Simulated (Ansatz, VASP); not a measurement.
# Two plane-wave programs on As

```
As
1.0
     4.34186    0.00000    0.00000
    -2.17093    3.76016    0.00000
     0.00000    0.00000    4.92389
As
4
Cartesian
  0.0000 2.5068 1.1165
  0.0000 2.5068 3.8074
  2.1709 1.2534 3.8074
  2.1709 1.2534 1.1165
```

Alike in both runs: task relaxation of cell and atoms; functional PBE; k mesh 6 × 6 × 4; occupations gaussian, width 0.1 eV; no spin polarisation.

```csv
,VASP,Ansatz
version,VASP 6.6.1,Ansatz 0.2.0
potentials or method,"VASP PAW PBE potentials, release 64 (As)","scalar-relativistic, plane waves, PAW"
plane-wave cutoff (eV),600,420
valence electrons in the cell,20,60
```

VASP gave:

```
gap on the k mesh at the Fermi level, each at its own relaxed structure (eV) : none
relaxed volume (Å³/atom)                                                     : 25.39
relaxed cell length with the largest relative difference (Å)                 : 5.565
energy change over the relaxation (meV/atom)                                 : -527
```

Question: What did Ansatz give for the same quantities?

Answer: gap on the k mesh at the Fermi level, each at its own relaxed structure (eV): none; relaxed volume (Å³/atom): 25.36; relaxed cell length with the largest relative difference (Å): 5.561; energy change over the relaxation (meV/atom): -512.

A gap of «none» marks a metal or a gap that the smearing closes. The two sets of potentials don't hold the same shells in valence.

Caveats: the volume moved by over 15 % at a fixed basis, so the end points are rough (VASP).
